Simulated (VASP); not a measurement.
# Ge: relaxation of the atoms with PBE

Ge:

```
CELL_PARAMETERS angstrom
0.00000 2.85523 2.85523
2.85523 0.00000 2.85523
2.85523 2.85523 0.00000
ATOMIC_POSITIONS crystal
Ge 0.00000 0.00000 0.00000
Ge 0.25000 0.25000 0.25000
```

The cell isn't the ideal one: a relaxed cell with its volume scaled by 0.96.

```yaml
Program: VASP 6.6.1
Task: relaxation of the atoms
Functional: PBE
Potentials_or_basis: VASP PAW PBE potentials, release 64 (Ge)
Cutoff: 300 eV
k_mesh: 5 × 5 × 5
Occupations: gaussian, width 0.03 eV
Spin: no spin polarisation
Further_INCAR_settings: ALGO = Normal; EDIFF = 1e-07; IBRION = 2; EDIFFG = -0.01; NSW = 40
```

```
Pressure after relaxing : 2.7 GPa
Band gap on the k mesh  : none (metal or under the smearing width)
```

Final structure:
```cif
data_structure
_symmetry_space_group_name_H-M 'P 1'
_symmetry_Int_Tables_number 1
_cell_length_a 4.0379
_cell_length_b 4.0379
_cell_length_c 4.0379
_cell_angle_alpha 60.000
_cell_angle_beta 60.000
_cell_angle_gamma 60.000
_cell_volume 46.55
loop_
_atom_site_label
_atom_site_type_symbol
_atom_site_fract_x
_atom_site_fract_y
_atom_site_fract_z
_atom_site_occupancy
Ge1 Ge 0.00000 0.00000 0.00000 1
Ge2 Ge 0.25000 0.25000 0.25000 1
```

Levels at points of the mesh, in eV from the Fermi level:
| k point | band 1 | band 2 | band 3 | band 4 | band 5 | band 6 | band 7 | band 8 |
| --- | --- | --- | --- | --- | --- | --- | --- | --- |
| (0.00, 0.00, 0.00) | -12.58 | -0.20 | -0.01 | -0.01 | -0.01 | 2.51 | 2.51 | 2.51 |

Run time: 5.5 s on 1 thread of AMD EPYC 7R43 64-Core Processor (Zen 3) (shared host), peak memory 0.09 GiB.

Caveat: the k mesh is coarse (spacing up to 0.38 Å⁻¹), so the values aren't converged; the relaxation stopped at its first step, so nothing moved.
